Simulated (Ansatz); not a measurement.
# Ga: what symmetry allows forces and stress to be

```
Ga
1.0
     2.77842    0.00000    0.00000
     0.00000    3.28161    0.00000
    -1.34343    0.00000    3.99027
Ga
2
Cartesian
  2.0957 0.8204 0.9171
  -0.6607 2.4612 3.2232
```

These are results of DFT PBEsol, scalar-relativistic, plane waves, PAW in Ansatz 0.2.0, not measurements.

Plane waves to 420 eV, a k mesh through Γ of 16×12×10 on the computed 2-atom cell and Gaussian smearing (0.10 eV); no spin polarisation.

This distorted cell has space group P2_1/m, with 4 operations.

Problem. Without a calculation: in which directions can each atom feel a force?

Solution. A force must be left unchanged by every operation that keeps its atom in place, so it lies in the space that those operations leave fixed. Atoms that the group maps onto each other feel forces of one size.
```json
{"atom": "Ga1", "site symmetry": "m", "operations at the site": "2", "equivalent to atom": "1", "allowed force (Cartesian)": "in the plane normal to (0.00, 1.00, 0.00)"}
{"atom": "Ga2", "site symmetry": "m", "operations at the site": "2", "equivalent to atom": "1", "allowed force (Cartesian)": "in the plane normal to (0.00, 1.00, 0.00)"}
```

That leaves 2 independent force components of 6. A relaxation in this cell that keeps the symmetry moves the atoms in these directions alone.

Problem. And the stress tensor?

Solution. It must be invariant under the point group, which leaves 4 independent components: yz, xy vanish.

Problem. Do the computed values obey this?

Solution. Yes. Forces (eV/Å):
```
Ga1 -0.015  0.000  0.702
Ga2  0.015  0.000 -0.702
```

Stress (GPa, compression positive, xx yy zz yz xz xy): 0.74 0.78 -0.74 0.00 -0.37 0.00. The program imposes the same operations on density, forces and stress, so this confirms the analysis and is no independent test of the calculation.

This form isn't the element's structure at ambient conditions.